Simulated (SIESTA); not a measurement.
Input of a SIESTA 5.4.2 run:

The input Si.fdf:

```
SystemName                      Si
SystemLabel                     Si
NumberOfSpecies                 1
NumberOfAtoms                   2
%block ChemicalSpeciesLabel
  1  14 Si
%endblock ChemicalSpeciesLabel

LatticeConstant                 1.0 Ang
%block LatticeVectors
     0.0000000000     2.7218511865     2.7218511865
     2.7218511865     0.0000000000     2.7218511865
     2.7218511865     2.7218511865     0.0000000000
%endblock LatticeVectors
AtomicCoordinatesFormat         Ang
%block AtomicCoordinatesAndAtomicSpecies
     2.7218511865     2.7218511865     2.7218511865  1
     4.0827767798     4.0827767798     4.0827767798  1
%endblock AtomicCoordinatesAndAtomicSpecies

%block kgrid.MonkhorstPack
    8   0   0  0.0
    0   8   0  0.0
    0   0   8  0.0
%endblock kgrid.MonkhorstPack
XC.Functional                   GGA
XC.Authors                      PBE
PAO.BasisSize                   DZP
PAO.EnergyShift                 0.002 Ry
Mesh.Cutoff                     500 Ry
OccupationFunction              FD
ElectronicTemperature           0.05 eV
MaxSCFIterations                120
SCF.MustConverge                false
SCF.Mixer.Method                Pulay
SCF.Mixer.Weight                0.25
SCF.Mixer.History               8
SCF.DM.Tolerance                5.0e-05
SCF.H.Tolerance                 1.0e-03 eV
WriteForces                     true
Charge.Mulliken                 end
```

Potentials or basis: PseudoDojo 0.4 standard (PBE files), DZP (energy shift 0.002 Ry).

Launch:

```bash
$ siesta < Si.fdf > Si.out 2>&1
```

What does it give for the band gap on the k mesh?

0.63 eV, indirect (least direct gap 2.56 eV).

Estimate the pressure.

2.6 GPa.

Caveat: the basis of atomic orbitals isn't converged, which shifts pressures, moduli and gaps. As with any semilocal functional, this PBE gap is likely too small.
